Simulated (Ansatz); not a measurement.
**ZrSe2: band structure with LDA**

**What was measured.**

“Stress-Tuned Optical Transitions in Layered 1T-MX2 (M= Hf, Zr, Sn; X= S, Se) Crystals”, 2022, arxiv:2210.12074 quotes, for a bulk crystal of ZrSe2: band gap 1.2 eV (indirect).

The system is ZrSe2.

```xyz
3
Lattice="3.7980 0.0000 0.0000 -1.8990 3.2892 0.0000 0.0000 0.0000 6.1920" Properties=species:S:1:pos:R:3 pbc="T T T"
Zr    0.0000    0.0000    0.0000
Se    1.8990    1.0964    4.6440
Se    0.0000    2.1928    1.5480
```

```json
{
  "Program": "Ansatz 0.2.0",
  "Task": "band structure",
  "Functional": "LDA",
  "Potentials or basis": "Ansatz PAW",
  "Cutoff": "420 eV (not typed: the program's choice for these potentials)",
  "k mesh": "8 × 8 × 5",
  "Occupations": "fermi-dirac, width 0.05 eV",
  "Spin": "no spin polarisation",
  "Path": "[[\"G\", \"M\", \"K\", \"G\", \"A\", \"L\", \"H\", \"A\"], [\"L\", \"M\"], [\"K\", \"H\"]]",
  "Points for each segment of the path": "14"
}
```

The pressure is -3.2 GPa and the largest force is 0.083 eV/Å. The band gap on the k mesh is 0.33 eV, indirect (least direct gap 0.98 eV) and the band gap along the path is 0.29 eV, indirect (least direct gap 0.98 eV).

Forces in eV/Å, atoms in the order of the input:
```
Zr   0.000  0.000  0.000
Se   0.000  0.000  0.083
Se   0.000  0.000 -0.083
```

Stress tensor (GPa, compression positive):
```
-3.80  0.00  0.00
 0.00 -3.80  0.00
 0.00  0.00 -1.92
```

Levels at the corners of the path, in eV from the valence-band top:
| point | band 20 | band 21 | band 22 | band 23 | band 24 | band 25 |
| --- | --- | --- | --- | --- | --- | --- |
| Γ | -0.06 | -0.06 | -0.01 | 0.98 | 0.98 | 1.49 |
| M | -2.51 | -2.16 | -1.37 | 0.49 | 2.43 | 2.77 |
| K | -2.33 | -2.33 | -1.75 | 1.61 | 2.53 | 2.53 |
| Γ | -0.06 | -0.06 | -0.01 | 0.98 | 0.98 | 1.49 |
| A | -2.12 | -0.22 | -0.22 | 0.95 | 0.95 | 1.86 |
| L | -2.54 | -1.05 | -0.98 | 0.29 | 2.43 | 2.75 |
| H | -2.39 | -2.01 | -2.01 | 1.67 | 2.12 | 2.12 |
| A | -2.12 | -0.22 | -0.22 | 0.95 | 0.95 | 1.86 |
| L | -2.54 | -1.05 | -0.98 | 0.29 | 2.43 | 2.75 |
| M | -2.51 | -2.16 | -1.37 | 0.49 | 2.43 | 2.77 |
| K | -2.33 | -2.33 | -1.75 | 1.61 | 2.53 | 2.53 |
| H | -2.39 | -2.01 | -2.01 | 1.67 | 2.12 | 2.12 |

Wall time 20 s on 2 threads of Intel(R) Xeon(R) Processor @ 2.50GHz (Skylake/Cascade Lake), on a shared host, peak memory 0.42 GiB.

Measured gap of ZrSe2: 1.2 eV (indirect; quoted in “Stress-Tuned Optical Transitions in Layered 1T-MX2 (M= Hf, Zr, Sn; X= S, Se) Crystals”, 2022, arxiv:2210.12074). This calculation gives 0.29 eV (-0.91 eV). Spin-orbit coupling on Se, Zr is left out. The value is that of LDA, without temperature or zero-point motion. Semilocal functionals fall short of measured gaps as a rule.

Caveat: the PAW data sets come from PBE, with cores solved anew for the run's functional, which leaves a small shift of forces and pressure.
